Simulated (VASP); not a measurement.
# CdTe (F-43m) in VASP: further runs, part 2 of 2

VASP 6.6.1. The steps go on from the part before.

## (3) Single point, PBE

This run uses another cell than the first one, of 36.23 Å³/atom, 1.060 times its volume.

File INCAR:

```
SYSTEM = CdTe
ALGO = Normal
EDIFF = 1E-6
ENCUT = 520
GGA = PE
ISIF = 2
ISMEAR = -1
LASPH = .True.
LCHARG = .False.
LREAL = .False.
LWAVE = .False.
NBANDS = 16
NELM = 80
PREC = Accurate
SIGMA = 0.02
```

File KPOINTS:

```
k-points
0
Gamma
  6 6 6
  0 0 0
```

File POSCAR:

```
CdTe
1.0
    0.0000000000      3.3090599595      3.3090599595
    3.3090599595      0.0000000000      3.3090599595
    3.3090599595      3.3090599595      0.0000000000
Cd Te
1 1
Direct
    0.0000000000      0.0000000000      0.0000000000
    0.2500000000      0.2500000000      0.2500000000
```

Potentials or basis: VASP PAW PBE potentials, release 64 (Cd, Te).

Run with:

```bash
$ cat potpaw_PBE.64/Cd/POTCAR potpaw_PBE.64/Te/POTCAR > POTCAR
$ mpirun -np 1 vasp_std > vasp.out
```

OUTCAR:

```text
SYSTEM = CdTe
   EDIFF = 1E-6
   ENCUT = 520
   GGA = PE
   ISIF = 2
   ISMEAR = -1
   LASPH = .True.
   LREAL = .False.
   NELM = 80
   PREC = Accurate

 ion  position               nearest neighbor table
   1  0.000  0.000  0.000-   2 2.87   2 2.87   2 2.87   2 2.87
   2  0.250  0.250  0.250-   1 2.87   1 2.87   1 2.87   1 2.87

  LATTYP: Found a face centered cubic cell.
 ALAT       =     6.6181199190

  Lattice vectors:

 A1 = (   0.0000000000,   3.3090599595,   3.3090599595)
[... 478 lines left out ...]
------------------------ aborting loop because EDIFF is reached ----------------------------------------

  FORCE on cell =-STRESS in cart. coord.  units (eV):
  Direction    XX          YY          ZZ          XY          YZ          ZX
  --------------------------------------------------------------------------------------
  -------------------------------------------------------------------------------------
  Total        0.0582662      0.0582662      0.0582662      0.0000000     -0.0000000      0.0000000
  in kB        1.2881997      1.2881997      1.2881997      0.0000000     -0.0000000      0.0000000
  external PRESSURE =       1.2881997 kB  Pullay stress =       0.0000000 kB

 VOLUME and BASIS-vectors are now :
 -----------------------------------------------------------------------------
  energy-cutoff  :      520.00
  volume of cell :       72.47
      direct lattice vectors                 reciprocal lattice vectors
     0.000000000  3.309059959  3.309059959    -0.151100314  0.151100314  0.151100314
     3.309059959  0.000000000  3.309059959     0.151100314 -0.151100314  0.151100314
     3.309059959  3.309059959  0.000000000     0.151100314  0.151100314 -0.151100314

 POSITION                                       TOTAL-FORCE (eV/Angst)
 -----------------------------------------------------------------------------------
      0.00000      0.00000      0.00000        -0.000000     -0.000000     -0.000000
      1.65453      1.65453      1.65453         0.000000      0.000000      0.000000
 -----------------------------------------------------------------------------------
    total drift:                               -0.000000     -0.000000     -0.000001

  FREE ENERGIE OF THE ION-ELECTRON SYSTEM (eV)
  ---------------------------------------------------
  free  energy   TOTEN  =        -4.8070453810 eV

  energy  without entropy=       -4.8070453761  energy(sigma->0) =       -4.80704538
```

OSZICAR:

```text
N       E                     dE             d eps       ncg     rms          rms(c)
DAV:   1     0.100211456167E+03    0.10021E+03   -0.83047E+03   520   0.975E+02
DAV:   2    -0.131767974684E+01   -0.10153E+03   -0.95492E+02   608   0.233E+02
DAV:   3    -0.500931324521E+01   -0.36916E+01   -0.36867E+01   640   0.463E+01
DAV:   4    -0.504338437365E+01   -0.34071E-01   -0.34070E-01   760   0.394E+00
DAV:   5    -0.504346651849E+01   -0.82145E-04   -0.82145E-04   672   0.180E-01    0.493E+00
DAV:   6    -0.482084941550E+01    0.22262E+00   -0.37638E-01   584   0.698E+00    0.414E+00
DAV:   7    -0.480558989846E+01    0.15260E-01   -0.10132E-01   560   0.203E+00    0.163E+00
DAV:   8    -0.480658310126E+01   -0.99320E-03   -0.98854E-03   592   0.110E+00    0.447E-01
DAV:   9    -0.480694234931E+01   -0.35925E-03   -0.95820E-04   560   0.306E-01    0.975E-02
DAV:  10    -0.480700344080E+01   -0.61091E-04   -0.10987E-04   664   0.989E-02    0.549E-02
DAV:  11    -0.480704622645E+01   -0.42786E-04   -0.81173E-05   568   0.524E-02    0.367E-02
DAV:  12    -0.480704538098E+01    0.84547E-06   -0.30300E-06   648   0.126E-02
   1 F= -.48070454E+01 E0= -.48070454E+01  d E =-.489137E-08
```

It took 11 s on 1 thread of AMD EPYC 9R45 (Zen 5), shared host; peak memory 0.18 GiB.

Results:

```yaml
Free_energy: -4.8070 eV
Pressure: 0.1 GPa
Band_gap_on_the_k_mesh: 0.58 eV, direct
```

Levels at points of the mesh, in eV from the valence-band top:
| k point | band 5 | band 6 | band 7 | band 8 | band 9 | band 10 | band 11 | band 12 | band 13 | band 14 |
| --- | --- | --- | --- | --- | --- | --- | --- | --- | --- | --- |
| (0.00, 0.00, 0.00) | -7.88 | -7.88 | 0.00 | 0.00 | 0.00 | 0.58 | 4.64 | 4.64 | 4.64 | 7.37 |
| (0.50, 0.00, 0.00) | -7.87 | -7.57 | -4.08 | -0.69 | -0.69 | 1.75 | 5.21 | 5.21 | 7.01 | 8.44 |
| (0.50, 0.50, 0.00) | -7.85 | -7.45 | -4.01 | -1.66 | -1.66 | 2.67 | 2.74 | 8.51 | 8.81 | 8.81 |

Caveat: spin-orbit coupling is left out, which moves the levels of the heavy elements.

## (4) Single point, r2SCAN

This run uses another cell than the first one, of 35.28 Å³/atom, 1.032 times its volume.

File POSCAR:

```
CdTe
1.0
    0.0000000000      3.2799012461      3.2799012461
    3.2799012461      0.0000000000      3.2799012461
    3.2799012461      3.2799012461      0.0000000000
Cd Te
1 1
Direct
    0.0000000000      0.0000000000      0.0000000000
    0.2500000000      0.2500000000      0.2500000000
```

File INCAR.step1:

```
PREC = Accurate ; ENCUT = 520
ISMEAR = -1 ; SIGMA = 0.02
LREAL = F ; LASPH = T
NELM = 60 ; NBANDS = 16
GGA = PE ; ALGO = Normal
EDIFF = 1E-4 ; LWAVE = T
LCHARG = F
```

File INCAR.step2:

```
PREC = Accurate ; ENCUT = 520
EDIFF = 1E-6 ; ISMEAR = -1
SIGMA = 0.02 ; LREAL = F
LASPH = T ; NELM = 60
ALGO = Normal ; ISIF = 2
LWAVE = F ; LCHARG = F
METAGGA = R2SCAN ; LMIXTAU = T
NBANDS = 16 ; ISTART = 1
```

File KPOINTS:

```
regular mesh
0
Gamma
  6 6 6
```

Potentials or basis: VASP PAW PBE potentials, release 64 (Cd, Te).

Run with:

```bash
$ cat potpaw_PBE.64/Cd/POTCAR potpaw_PBE.64/Te/POTCAR > POTCAR
$ cp INCAR.step1 INCAR
$ mpirun -np 1 vasp_std > vasp.out
$ cp INCAR.step2 INCAR
$ mpirun -np 1 vasp_std > vasp.out
```

OUTCAR:

```text
PREC = Accurate
   ENCUT = 520
   EDIFF = 1E-6
   ISMEAR = -1
   LREAL = F
   LASPH = T
   NELM = 60
   ISIF = 2
   METAGGA = R2SCAN
   ISTART = 1

 ion  position               nearest neighbor table
   1  0.000  0.000  0.000-   2 2.84   2 2.84   2 2.84   2 2.84
   2  0.250  0.250  0.250-   1 2.84   1 2.84   1 2.84   1 2.84

  LATTYP: Found a face centered cubic cell.
 ALAT       =     6.5598024922

  Lattice vectors:

 A1 = (   0.0000000000,   3.2799012461,   3.2799012461)
 A2 = (   3.2799012461,   0.0000000000,   3.2799012461)
 A3 = (   3.2799012461,   3.2799012461,   0.0000000000)

Analysis of symmetry for initial positions (statically):
=====================================================================
 Subroutine PRICEL returns:
 Original cell was already a primitive cell.

 Routine SETGRP: Setting up the symmetry group for a
 face centered cubic supercell.

 Subroutine GETGRP returns: Found 24 space group operations
 (whereof 24 operations were pure point group operations)
 out of a pool of 48 trial point group operations.

The static configuration has the point symmetry T_d .

Analysis of symmetry for dynamics (positions and initial velocities):
=====================================================================
 Subroutine PRICEL returns:
 Original cell was already a primitive cell.

 Routine SETGRP: Setting up the symmetry group for a
 face centered cubic supercell.

 Subroutine GETGRP returns: Found 24 space group operations
 (whereof 24 operations were pure point group operations)
 out of a pool of 48 trial point group operations.

The dynamic configuration has the point symmetry T_d .

 Subroutine INISYM returns: Found 24 space group operations
 (whereof 24 operations are pure point group operations),
 and found     1 'primitive' translations

----------------------------------------------------------------------------------------
[... 101 lines left out ...]
   IALGO  =     38    algorithm
   IMIX   =      4    mixing-type and parameters
     AMIX     =   0.40;   BMIX     =  1.00
     AMIX_MAG =   1.60;   BMIX_MAG =  1.00
  volume/ion in A,a.u.               =      35.28       238.11
  Fermi-wavevector in a.u.,A,eV,Ry     =   1.038233  1.961976 14.666102  1.077928
  Thomas-Fermi vector in A             =   2.172708
   LORBIT       =      0    0 simple, 1 ext, 2 COOP (PROOUT), +10 PAW based schemes
   METAGGA = R2SCAN    functional components
   LHFCALC =     F    Hartree Fock is set to
   AEXX    =    0.0000 exact exchange contribution
   IVDW    =     0    specifies the selected vdW correction
   LEPSILON=     F    determine dielectric tensor
   LRPA    =     F    only Hartree local field effects (RPA)
 non-spin polarized calculation
  energy-cutoff  :      520.00
  volume of cell :       70.57
 maximum number of plane-waves:      1917
 NGX is ok and might be reduce to    36
   NGX = 17   NGY = 17   NGZ = 17

 number of electron      18.0000006 magnetization

 Free energy of the ion-electron system (eV)
  ---------------------------------------------------
  ext. energy  EPLUGINS =         0.00000000
  ---------------------------------------------------
  free energy    TOTEN  =       -46.64138445 eV

  energy without entropy =      -46.64138445  energy(sigma->0) =      -46.64138445

 E-fermi :   2.1943     XC(G=0):  -8.9356

 val. band max:        1.7778354579   @ k =   0.0000   0.0000   0.0000
 cond. band min:       2.9317076569   @ k =   0.0000   0.0000   0.0000
 fundamental gap:      1.1538721990
 Fermi energy:         2.1943406253

 k-point     1 :       0.0000    0.0000    0.0000
  band No.  band energies     occupation
      1      -9.5401      2.00000
      2      -6.6686      2.00000
      3      -6.6686      2.00000
      4      -6.6686      2.00000
      5      -6.4121      2.00000
      6      -6.4121      2.00000
[... 281 lines left out ...]
      3      -6.5388      2.00000
      4      -6.4566      2.00000
      5      -6.3992      2.00000
      6      -5.8718      2.00000
[... 8 lines left out ...]
     15      13.2654      0.00000
     16      13.6675      0.00000

------------------------ aborting loop because EDIFF is reached ----------------------------------------

  FORCE on cell =-STRESS in cart. coord.  units (eV):
  Direction    XX          YY          ZZ          XY          YZ          ZX
  --------------------------------------------------------------------------------------
  -------------------------------------------------------------------------------------
  Total        0.0372331      0.0372331      0.0372331      0.0000000      0.0000000     -0.0000000
  in kB        0.8453323      0.8453323      0.8453323      0.0000000      0.0000000     -0.0000000
  external PRESSURE =       0.8453323 kB  Pullay stress =       0.0000000 kB

 VOLUME and BASIS-vectors are now :
 -----------------------------------------------------------------------------
  energy-cutoff  :      520.00
  volume of cell :       70.57
      direct lattice vectors                 reciprocal lattice vectors
     0.000000000  3.279901246  3.279901246    -0.152443614  0.152443614  0.152443614
     3.279901246  0.000000000  3.279901246     0.152443614 -0.152443614  0.152443614
     3.279901246  3.279901246  0.000000000     0.152443614  0.152443614 -0.152443614

 POSITION                                       TOTAL-FORCE (eV/Angst)
 -----------------------------------------------------------------------------------
      0.00000      0.00000      0.00000         0.000000      0.000000      0.000000
      1.63995      1.63995      1.63995        -0.000000     -0.000000     -0.000000
 -----------------------------------------------------------------------------------
    total drift:                               -0.000001     -0.000001     -0.000001

  FREE ENERGIE OF THE ION-ELECTRON SYSTEM (eV)
  ---------------------------------------------------
  free  energy   TOTEN  =       -46.6413844457 eV

  energy  without entropy=      -46.6413844457  energy(sigma->0) =      -46.64138445
```

OUTCAR.step1:

```text
PREC = Accurate
   ENCUT = 520
   ISMEAR = -1
   LREAL = F
   LASPH = T
   NELM = 60
[... 512 lines left out ...]
 -----------------------------------------------------------------------------------
      0.00000      0.00000      0.00000        -0.000000     -0.000000     -0.000000
      1.63995      1.63995      1.63995         0.000000      0.000000      0.000000
 -----------------------------------------------------------------------------------
    total drift:                               -0.000000     -0.000000     -0.000000

  FREE ENERGIE OF THE ION-ELECTRON SYSTEM (eV)
  ---------------------------------------------------
  free  energy   TOTEN  =        -4.7997511945 eV

  energy  without entropy=       -4.7997511937  energy(sigma->0) =       -4.79975119
```

OSZICAR.step1:

```text
N       E                     dE             d eps       ncg     rms          rms(c)
DAV:   1     0.994024715444E+02    0.99402E+02   -0.83173E+03   520   0.972E+02
DAV:   2    -0.150833541966E+01   -0.10091E+03   -0.96216E+02   592   0.235E+02
DAV:   3    -0.500160219517E+01   -0.34933E+01   -0.34884E+01   640   0.459E+01
DAV:   4    -0.503324633859E+01   -0.31644E-01   -0.31643E-01   736   0.377E+00
DAV:   5    -0.503332035349E+01   -0.74015E-04   -0.74015E-04   672   0.178E-01    0.520E+00
DAV:   6    -0.481383321859E+01    0.21949E+00   -0.37351E-01   600   0.713E+00    0.431E+00
DAV:   7    -0.479837944239E+01    0.15454E-01   -0.10345E-01   568   0.207E+00    0.168E+00
DAV:   8    -0.479935180745E+01   -0.97237E-03   -0.10326E-02   576   0.114E+00    0.452E-01
DAV:   9    -0.479969160813E+01   -0.33980E-03   -0.94843E-04   592   0.314E-01    0.102E-01
DAV:  10    -0.479975119450E+01   -0.59586E-04   -0.10306E-04   504   0.996E-02
   1 F= -.47997512E+01 E0= -.47997512E+01  d E =-.817700E-09
```

Wall time 53 s (1 thread of AMD EPYC 9R45 (Zen 5), shared host); peak memory 0.19 GiB.

Results:

```
Free energy            : -46.6414 eV
Pressure               : 0.1 GPa
Band gap on the k mesh : 1.15 eV, direct
```

Caveat: the PAW data sets were made with another functional, which shifts forces and pressure a little; spin-orbit coupling is left out, which moves the levels of the heavy elements.

## (5) Single point, r2SCAN

This run uses another cell than the first one, of 35.28 Å³/atom, 1.032 times its volume.

POSCAR is that of step 4.

File INCAR.step1:

```
SYSTEM = CdTe
ALGO = Normal
EDIFF = 1E-4
ENCUT = 520
GGA = PE
ISMEAR = 0
LASPH = .True.
LCHARG = .False.
LREAL = .False.
LWAVE = .True.
NBANDS = 16
NELM = 60
PREC = Accurate
SIGMA = 0.01
```

File INCAR.step2:

```
SYSTEM = CdTe
ALGO = Normal
EDIFF = 1E-6
ENCUT = 520
ISIF = 2
ISMEAR = 0
ISTART = 1
LASPH = .True.
LCHARG = .True.
LELF = .True.
LMIXTAU = .True.
LREAL = .False.
LVHAR = .True.
LWAVE = .False.
METAGGA = R2SCAN
NBANDS = 16
NELM = 60
PREC = Accurate
SIGMA = 0.01
```

File KPOINTS:

```
k-points
0
Gamma
  6 6 6
  0 0 0
```

Run with:

```bash
$ cat potpaw_PBE.64/Cd/POTCAR potpaw_PBE.64/Te/POTCAR > POTCAR
$ cp INCAR.step1 INCAR
$ mpirun -np 1 vasp_std > vasp.out
$ cp INCAR.step2 INCAR
$ mpirun -np 1 vasp_std > vasp.out
```

Run time: 51 s. Hardware: 1 thread of AMD EPYC 9R45 (Zen 5), shared host; peak memory 0.19 GiB.

It converged, with:

```
Free energy            : -46.6414 eV
Pressure               : 0.1 GPa
Band gap on the k mesh : 1.15 eV, direct
```

Levels at points of the mesh, in eV from the valence-band top:
| k point | band 5 | band 6 | band 7 | band 8 | band 9 | band 10 | band 11 | band 12 | band 13 | band 14 |
| --- | --- | --- | --- | --- | --- | --- | --- | --- | --- | --- |
| (0.00, 0.00, 0.00) | -8.19 | -8.19 | 0.00 | 0.00 | 0.00 | 1.15 | 5.05 | 5.05 | 5.05 | 7.86 |
| (0.50, 0.00, 0.00) | -8.18 | -7.84 | -4.29 | -0.74 | -0.74 | 2.19 | 5.60 | 5.60 | 7.38 | 9.09 |
| (0.50, 0.50, 0.00) | -8.16 | -7.70 | -4.17 | -1.79 | -1.79 | 2.95 | 2.99 | 9.25 | 9.63 | 9.63 |

Caveat: the PAW data sets were made with another functional, which shifts forces and pressure a little; spin-orbit coupling is left out, which moves the levels of the heavy elements.

## (6) The runs side by side

```tsv
level	cell	smearing	gap on the mesh (eV)	pressure (GPa)
PBEsol	a = 4.589 Å, angles 60.0°, 2 atoms	fermi-dirac 0.02 eV	0.65	0.2
PBE	a = 4.680 Å, angles 60.0°, 2 atoms	fermi-dirac 0.02 eV	0.58	0.1
r2SCAN	a = 4.638 Å, angles 60.0°, 2 atoms	fermi-dirac 0.02 eV	1.15	0.1
r2SCAN	a = 4.638 Å, angles 60.0°, 2 atoms	gaussian 0.01 eV	1.15	0.1
```

Alike in all rows: task single point; potentials or basis VASP PAW PBE potentials, release 64 (Cd, Te); no spin polarisation; k mesh 6 × 6 × 6; cutoff (eV) 520.

Caveats: spin-orbit coupling is left out, which moves the levels of the heavy elements; the PAW data sets were made with another functional, which shifts forces and pressure a little (some runs).

Absolute energies hang on the potentials; compare differences alone.

## (7) Comparison with measurements

Step 2. A measured gap of CdTe is 1.607 eV (0 K; a printed reference work, data compilation); the calculated 0.65 eV misses it by -0.96 eV. Spin-orbit coupling on Cd, Te is left out. The value is that of PBEsol, without temperature or zero-point motion. Semilocal functionals fall short of measured gaps as a rule.

Step 3. Measured gap of CdTe: 1.607 eV (0 K; a printed reference work, data compilation). This calculation gives 0.58 eV (-1.03 eV). So large a miss can be the level of theory's own, or it may mean another phase, state or a wrong row. Spin-orbit coupling on Cd, Te is left out. The value is that of PBE, without temperature or zero-point motion. Semilocal functionals fall short of measured gaps as a rule.

Step 4. Measured gap of CdTe: 1.607 eV (0 K; a printed reference work, data compilation). This calculation gives 1.15 eV (-0.45 eV). Spin-orbit coupling on Cd, Te is left out. The value is that of r2SCAN, without temperature or zero-point motion.

Step 5. A measured gap of CdTe is 1.607 eV (0 K; a printed reference work, data compilation); the calculated 1.15 eV misses it by -0.45 eV. Spin-orbit coupling on Cd, Te is left out. The value is that of r2SCAN, without temperature or zero-point motion.
